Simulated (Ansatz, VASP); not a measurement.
# Al in VASP and in Ansatz

```xyz
1
Lattice="2.3451 0.0000 0.0000 -1.1726 2.0309 0.0000 0.0000 0.0000 2.2865" Properties=species:S:1:pos:R:3 pbc="T T T"
Al    0.0000    0.0000    0.0000
```

Change from the starting cell: volume scaled by 0.58, PAW files.

Alike in both runs: task single point; functional PBE; k mesh 16 × 16 × 15; occupations fermi-dirac, width 0.08 eV; no spin polarisation.

|  | VASP | Ansatz |
| --- | --- | --- |
| version | VASP 6.6.1 | Ansatz 0.2.0 |
| potentials or method | VASP PAW PBE potentials, release 64 (Al) | PAW with Ansatz's default frozen-core files, scalar-relativistic |
| plane-wave cutoff (eV) | 520 | 420 |
| valence electrons in the cell | 3 | 3 |

|  | VASP | Ansatz | Ansatz less VASP |
| --- | --- | --- | --- |
| pressure (GPa) | 104.8 | 104.5 | -0.34 |
| largest component of the traceless stress (GPa) | 0.31 | 0.28 | -0.033 |

The functional is the same, so the differences come from potentials, cutoffs and numerics.

Caveats: the cell as given lies far from equilibrium; so large a pressure means that the cell lies far from this level's equilibrium, or that cutoff or potentials fall short (VASP).
